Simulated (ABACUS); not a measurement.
ZnS:

```xyz
2
Lattice="0.0000 2.7020 2.7020 2.7020 0.0000 2.7020 2.7020 2.7020 0.0000" Properties=species:S:1:pos:R:3 pbc="T T T"
Zn    4.0530    4.0530    4.0530
S     0.0000    0.0000    0.0000
```

Base run:

```yaml
Program: ABACUS 3.10.1
Functional: MS2
Potentials_or_basis: SG15 ONCV 1.2 PBE
Cutoff: 1320 eV
Density_cutoff: 5279 eV
Basis: plane waves
k_mesh: 6 × 6 × 6
Occupations: fermi-dirac, width 0.05 eV
Spin: no spin polarisation
```

Its results: band gap on the k mesh 2.63 eV, direct; pressure 155.9 GPa.

Q: The run is repeated on the same cell with these changes: functional from MS2 to TPSS. What comes out?

A: Band gap on the k mesh 2.31 eV, direct; pressure 2.4 GPa.

Caveats: the potentials were made for another functional, which shifts forces and pressure; a pressure of tens of GPa on the cell as given is suspect, and the run, the potentials or the cell itself is likely at fault (some runs).

